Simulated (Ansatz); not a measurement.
A 2-atom cell of GaAs started from a crystallographic database was put through Ansatz (plane waves). It starts from the r2SCAN minimum.

Structure:
```cif
data_structure
_symmetry_space_group_name_H-M 'P 1'
_symmetry_Int_Tables_number 1
_cell_length_a 4.0066
_cell_length_b 4.0066
_cell_length_c 4.0066
_cell_angle_alpha 60.000
_cell_angle_beta 60.000
_cell_angle_gamma 60.000
_cell_volume 45.48
loop_
_atom_site_label
_atom_site_type_symbol
_atom_site_fract_x
_atom_site_fract_y
_atom_site_fract_z
_atom_site_occupancy
Ga1 Ga 0.00000 0.00000 0.00000 1
As1 As 0.25000 0.25000 0.25000 1
```

Abridged output:
```
Functional definition: HSE06
Crystal: 2 atoms, lattice volume = 45.479 Å³
Basis set: ecut = 420 eV, 893 PW (Γ)
Bands: 18, of which v1, the nominal top of the filled ones, is band 14 counted from 1 (13 counted from 0)
Symmetry: 24 space group operations
Space group: F-43m (ITA 216)
k-points: 16 of 216 (time reversal used)
preconditioner: auto → none  [insulator: Δε(μ)=1.261 eV  σ=0.020 eV  ℏωp=23.4 eV]
Exchange kernel: α = 0.2500, screened, ω = 0.2079 Å⁻¹, Wigner–Seitz truncation, v(0) = 1046.6409 eV·Å³, q-mesh 6×6×6
relax step 1: F+E_penalty+E_count = -8641.58651066 eV  P = +0.638 GPa  Ω = 45.479 Å³
relax step 2: F+E_penalty+E_count = -8641.58715099 eV  P = +0.072 GPa  Ω = 45.827 Å³
relax step 3: F+E_penalty+E_count = -8641.58714493 eV  P = +0.001 GPa  Ω = 45.872 Å³
relax step 4: F+E_penalty+E_count = -8641.58726300 eV  P = +0.001 GPa  Ω = 45.872 Å³  (SCF on a basis re-selected at this cell)
hybrid SCF converged: 2 outer / 11 inner (+0 warm-up)
Free energy (F): -8641.587263 eV
Fermi energy:    8.233247 eV
--- Per-component energies (eV) ---
  E_band       = -392.439659
  E_kinetic    = 217.293520
  E_local      = -3941.953796
  E_nonlocal   = -244.684612
  E_hartree    = 1988.291168
  E_xc         = -119.187997
  E_vxc        = -109.750753
  E_exx        = -109.320387
  E_paw        = -3746.312477
  E_vpaw       = -71.285532
  E_ewald      = -2685.064574
  E_core_change = -0.647998
--- Stress (GPa, compression-positive) ---
        0.001238       0.000000       0.000000
        0.000000       0.001238       0.000000
        0.000000       0.000000       0.001238
  P = ⅓ Tr σ = 0.0012 GPa (0.012 kbar)
--- Relaxed structure (3 steps of the walk, 3 accepted, 1 SCFs on fresh bases) ---
  F+E_penalty+E_count = -8641.58726300 eV
  cell:  # Å, volume = 45.8724 Å³
    - [0.000000, 2.841235, 2.841235]
    - [2.841235, 0.000000, 2.841235]
    - [2.841235, 2.841235, 0.000000]
  atoms:
    - { symbol: Ga, position: [0.000000, 0.000000, 0.000000] }
    - { symbol: As, position: [0.250000, 0.250000, 0.250000] }
```

Question: Which of these blocks stood in the input: relax, gw, phonons, dielectric, magnetization (spin_orbit)?

Answer: relax. The relax steps with a changing cell volume need the relax block with cell.

Question: Which k mesh was typed?

Answer: 6×6×6, Γ-centred.

Question: How were the bands filled?

Answer: With smearing of width σ = 0.02 eV (Fermi-Dirac in this run).

Run as `ansatz run input.yaml --threads 2 --pin off --max-ram 2211MiB --backend cpu --events-out ev --progress --plain --runs-dir out`.

(Simulation; spin polarisation is off.)
